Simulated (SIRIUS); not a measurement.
The system is Hf.

```
Hf
1.0
    -1.69500    1.65212    1.64091
     1.87648   -1.65155    1.82182
     1.94106    1.89761   -1.64034
Hf
1
Direct
  0.00000 0.00000 0.00000
```

This isn't the form of Hf at room conditions, which is hcp.

| Item | Value |
| --- | --- |
| Program | SIRIUS 7.10.0 |
| Task | relaxation of cell and atoms |
| Functional | PBEsol |
| Dispersion | D3(BJ) |
| Potentials or basis | PseudoDojo 0.4.1 PBE standard (scalar relativistic) |
| Cutoff | 807 eV |
| Density cutoff | 3227 eV |
| k mesh | 5 × 4 × 4 |
| Occupations | fermi-dirac, width 0.05 eV |
| Spin | no spin polarisation |

At the start: pressure -9.8 GPa; volume 23.30 Å³/atom.

Task: Where does the relaxation end?

Result: Over 11 steps the energy falls by 195.6 meV/atom and the volume is 20.93 Å³/atom (-10.2 %); space group Fmmm (No. 69, to 0.05 Å).

Step by step:
```tsv
step	energy change (eV)	largest force (eV/Å)	pressure (GPa)	volume (Å³)
1	0.0000	0.0000	-9.83	23.30
2	-0.1054	0.0000	-4.28	21.91
3	-0.1750	0.0000	4.82	20.31
4	-0.1876	0.0000	2.34	20.65
5	-0.1932	0.0000	0.07	20.98
6	-0.1934	0.0000	-0.11	21.00
7	-0.1942	0.0000	-0.82	21.07
8	-0.1947	0.0000	-0.55	21.03
9	-0.1955	0.0000	-0.03	20.94
10	-0.1956	0.0000	0.05	20.92
11	-0.1956	0.0000	0.03	20.93
```

Final structure:
```yaml
crystal:
  lattice:
    - [-1.79733, 1.65945, 1.65843]
    - [1.81460, -1.72840, 1.73556]
    - [1.82175, 1.73332, -1.72752]
  atoms:
    - { symbol: Hf, position: [0.00000, 0.00000, 0.00000] }
```

Caveat: the k mesh is coarse (spacing up to 0.59 Å⁻¹), so the values aren't converged; the potentials were made for another functional, which shifts forces and pressure; pairwise dispersion overbinds metals, which lowers pressure and volume.
